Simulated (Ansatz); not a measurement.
This script makes an equation of state with a fit of ZnS, space group R3m with Ansatz 0.2.0, Python API.

The script, `zns.py`:
```python
"""Bulk modulus of ZnS from an E(V) curve."""

import warnings

import ansatz as az
from ase.eos import EquationOfState
from ase.units import GPa
import numpy as np

XC = "pbesol"
OCCUPATIONS = "fermi_dirac"
WIDTH_EV = 0.2
SCF_TOL = 1e-08
MAX_SCF = 60
MESH = (6, 6, 6)

vectors0 = np.array([
    [1.903071, 1.098739, 9.351948],
    [-1.903071, 1.098739, 9.351948],
    [0.0, -2.197477, 9.351948],
])
sites = [
    ("Zn", (0.999971, 0.999971, 0.999971)),
    ("Zn", (0.222269, 0.222269, 0.222269)),
    ("Zn", (0.444613, 0.444613, 0.444613)),
    ("S", (0.083267, 0.083267, 0.083267)),
    ("S", (0.527842, 0.527842, 0.527842)),
    ("S", (0.305363, 0.305363, 0.305363)),
]


def on_lattice(cell):
    crystal = az.Crystal(lattice=az.Lattice.of(cell))
    for symbol, position in sites:
        crystal = crystal.atom(symbol, position)
    return crystal

warnings.simplefilter("ignore", az.DeckWarning)

# uniform scaling of the cell
volumes, energies, pressures = [], [], []
for scale in np.linspace(0.92, 1.08, 7):
    cell = vectors0 * scale ** (1 / 3)
    model = (
        on_lattice(cell).calculation()
        .functional(XC)
        .pseudopotentials("paw")
        .basis(18 * az.Ha)
        .accuracy("low")
        .occupations(OCCUPATIONS, width=WIDTH_EV)  # smearing steadies the SCF of a metal
        .scf(tolerance=SCF_TOL, max_iterations=MAX_SCF, self_checks="high")
        .kpoints(*MESH)
        .stress()  # positive in compression
    )
    r = model.run(threads=1, pin="off").report
    volumes.append(abs(np.linalg.det(cell)) / len(sites))
    energies.append(r["free_energy_ev"] / len(sites))
    pressures.append(np.trace(r["stress_gpa"]) / 3)
    print(f"V = {volumes[-1]:8.4f} A^3/atom  F = {energies[-1]:.5f} eV/atom  P = {pressures[-1]:8.3f} GPa")

eos = EquationOfState(volumes, energies, eos="vinet")
v0, e0, bulk = eos.fit()
print(f"V0 = {v0:.4f} A^3/atom, E0 = {e0:.5f} eV/atom, B = {bulk / GPa:.1f} GPa")
eos.plot("eos.png")
```

Its results, one of them left out:

| V (Å³/atom) | F less the lowest row shown (meV/atom) |
| --- | --- |
| 17.990 | ? |
| 18.512 | 6.41 |
| 19.033 | 0.00 |
| 19.555 | 0.92 |
| 20.076 | 8.17 |
| 20.598 | 20.89 |
| 21.119 | 38.30 |

What is the missing energy at 17.990 Å³ an atom?

A third-order Birch-Murnaghan fit, E = E0 + (9 V0 B0 / 16) [(t - 1)³ B' + (t - 1)² (6 - 4t)] with t = (V0/V)^(2/3), through the 6 rows shown gives V0 = 19.221 Å³, B0 = 78.6 GPa, B' = 4.46 and E0 = -0.46 meV. At V = 17.990 Å³, t = 1.04508, and the fit extrapolates to 21.33 meV. The run gave 21.34 meV, a miss of 0.00 meV.

Notes:
- These settings explore the input space; cutoff and mesh may be short of convergence.
- Shape and fractional positions are held along the curve, so the bulk modulus is an upper value where they are free to relax.
- The program warned that this SCF threshold is loose for forces or stresses.
- Pressure is positive in compression.
- The structure comes from a database of computed cells and needn't be a stable or known phase.
- The script silences the warnings on its input, which a real study should read.
- Processor time in the engine: 2.1 min on 1 thread of Intel(R) Xeon(R) Processor @ 2.30GHz, with other jobs on the host, peak memory 0.62 GiB.
